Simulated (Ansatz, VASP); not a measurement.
One calculation of MgI2, two programs

```xyz
3
Lattice="4.1537 0.0000 0.0000 -2.0769 3.5972 0.0000 0.0000 0.0000 6.9649" Properties=species:S:1:pos:R:3 pbc="T T T"
Mg    0.0000    0.0000    0.0000
I     0.0000    2.3981    5.2768
I     2.0769    1.1991    1.6881
```

Change from the starting cell: strain +0.000 along x and y, +0.015 along z, atoms carried along.

Alike in both runs: task single point; functional PBEsol; k mesh 6 × 6 × 4; occupations gaussian, width 0.05 eV; no spin polarisation.

|  | VASP | Ansatz |
| --- | --- | --- |
| version | VASP 6.6.1 | Ansatz 0.2.0 |
| potentials or method | VASP PAW PBE potentials, release 64 (Mg, I) | scalar-relativistic, plane waves, PAW |
| plane-wave cutoff (eV) | 520 | 420 |
| valence electrons in the cell | 16 | 44 |

Ansatz gave:

```
gap on the k mesh at the Fermi level (eV) : 3.51
least direct gap on the mesh (eV)         : 3.60
pressure (GPa)                            : -0.6
rms of the force components (eV/Å)        : 0.068
```

Q: Which values does VASP return?

A: gap on the k mesh at the Fermi level (eV): 3.50; least direct gap on the mesh (eV): 3.59; pressure (GPa): -0.6; rms of the force components (eV/Å): 0.070.

Atom by atom the forces differ by 0.002 eV/Å (rms over components). The functional is the same, so the differences come from potentials, cutoffs and numerics. The two sets of potentials don't hold the same shells in valence.

Caveats: the PAW data sets were made with another functional, which shifts forces and pressure a little (VASP); spin-orbit coupling is left out, which moves the levels of the heavy elements; this functional lacks dispersion, which binds the layers, so the pressure and a relaxed spacing across them are unreliable. A k mesh can miss the band edges.
